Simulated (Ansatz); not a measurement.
A surface is cut from this relaxed crystal of Rh:

```
Rh
1.0
     0.00000    1.91497    1.91497
     1.91497    0.00000    1.91497
     1.91497    1.91497    0.00000
Rh
1
Cartesian
  0.0000 0.0000 0.0000
```

Miller indices refer to the conventional cell of Fm-3m (No. 225), a = 3.830 Å, b = 3.830 Å, c = 3.830 Å, α = 90.00°, β = 90.00°, γ = 90.00°.

Consider the (111) slab of 6 planes, 11.1 Å thick with 15 Å of vacuum as cut; outer planes Rh (top) and Rh (bottom), all atoms relaxed.

Level of theory: DFT PBE, scalar-relativistic, plane waves, PAW (Ansatz). Settings: cutoff 420 eV, Γ-centred mesh 15×15×1 on the computed 6-atom cell, Gaussian smearing of 0.10 eV; no spin polarisation. A dipole correction removes the field between periodic images along c.

The work function read from the bulk's Fermi level differs by 0.28 eV, so the slab's middle doesn't match the bulk reference (too thin, or relaxed to another structure or magnetic state).

(1) Estimate the surface energy (mean of both faces).

(2) Predict the work function.

(3) The top two planes lie 2.211 Å apart in the bulk. How does relaxation change this?

## Answers

(1) 2.04 J/m².

(2) 5.13 eV.

(3) The spacing becomes 2.168 Å (-2.0 %).